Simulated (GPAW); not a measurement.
Runs of GPAW 26.7.0 on Nd. Symmetry: Im-3m, No. 229, cubic system. Conventional cell: a = 4.151 Å, b = 4.151 Å, c = 4.151 Å, α = 90.00°, β = 90.00°, γ = 90.00°. Nd (site symmetry m-3m) has 8 Nd at 3.59 Å as nearest neighbours. This isn't the form of Nd at room conditions, which is double hcp.

```tsv
task	level	potentials or basis	spin	U	fixed moment (μB)	cell	cutoff (eV)	mixer	maxiter	U projector left unscaled	convergence	older calculator (legacy_gpaw)	other keys	gap on the mesh (eV)	pressure (GPa)	moment (μB)
single point	LDA	the program's PAW data sets (release 1.2.1) made for this functional, pw	collinear, ferromagnetic start	-	3.0	volume scaled by 0.88	800	msr1 weight=100 beta=0.02	75	-	-	-	several, not listed	-	(a)	3.00
band structure	PBE+U	GPAW PAW data sets (gpaw-data 1.2.1), pw	collinear, ferromagnetic start, SOC	Nd f U = 7 eV	-	as given	700	-	80	yes	default	yes	several, not listed	-	0.0	3.68
density of states	BEEF-vdW	JTH PAW 2.0, PBE, pw	collinear, random start	-	-	as given	800	-	150	-	-	-	-	none	-	4.13
single point	MS2	JTH PAW 2.0, PBE, pw	collinear, ferromagnetic start	-	3.0	as given	800	-	150	-	-	-	-	-	(b)	3.00
single point	PBE	GPAW PAW data sets (gpaw-data 1.2.1), pw	collinear, ferromagnetic start	-	-	as given	800	-	150	-	-	-	-	none	-1.7	4.11
```

Alike in all rows: k mesh 9 × 9 × 9; smearing fermi-dirac 0.05 eV.

**Question.** Estimate the missing entries.

**Answer.** (a) -4.9; (b) -4.0.

Caveats: one-centre terms of the f shell are cut off; the magnetic or orbital state may not be the lowest; spin-orbit coupling is left out, which moves the levels of the heavy elements (some runs); the total moment is fixed, so each spin has its own Fermi level (some runs); the program truncates these outside data sets (some runs); the PAW data sets were made with another functional, which shifts forces and pressure a little (some runs); the cutoff is short for stress and forces, so pressures can be off by a GPa or more (some runs).

A k mesh can miss the band edges, and rows without SOC leave out spin-orbit coupling on Nd.

A gap of «none» marks a metal or a gap under the smearing width.
